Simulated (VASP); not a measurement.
Write the native input for VASP 6.6.1 that does the following.

* Task: single point
* Functional: PBE
* Potentials or basis: VASP PAW PBE potentials, release 64 (Pb_d)
* Cutoff: 520 eV
* k mesh: 12 × 12 × 7
* Occupations: fermi-dirac, width 0.05 eV
* Spin: no spin polarisation
* Dipole correction: no
* Further INCAR settings: ALGO = Normal; EDIFF = 1e-06; NBANDS = 21

The structure of Pb lies in POSCAR:

```
Pb
1.0
    3.5030477244      0.0000000000      0.0000000000
   -1.7515238622      3.0337283200      0.0000000000
    0.0000000000      0.0000000000      5.6270209464
Pb
2
Direct
    0.3333333333      0.6666666667      0.2500000000
    0.6666666667      0.3333333333      0.7500000000
```

This isn't the form of Pb at room conditions, which is fcc.

The cell isn't the ideal one: volume scaled by 1.02.

The input as run:

INCAR

```
PREC = Accurate ; ENCUT = 520
EDIFF = 1E-6 ; ISMEAR = -1
SIGMA = 0.05 ; LREAL = F
LASPH = T ; NELM = 100
ALGO = Normal ; ISIF = 2
LWAVE = F ; LCHARG = F
GGA = PE ; NBANDS = 21
```

KPOINTS

```
Automatic mesh
0
Gamma
  12 12 7
```

Potentials or basis: VASP PAW PBE potentials, release 64 (Pb_d).

Command:

```bash
$ cat potpaw_PBE.64/Pb_d/POTCAR > POTCAR
$ mpirun -np 1 vasp_std > vasp.out
```

It gave:

```json
{
  "Pressure": "2.8 GPa",
  "Band gap on the k mesh": "none (metal or under the smearing width)"
}
```

Wall time 27 s on 1 thread of AMD EPYC 9R45 96-Core Processor (Zen 5), on a shared host, peak memory 0.19 GiB.
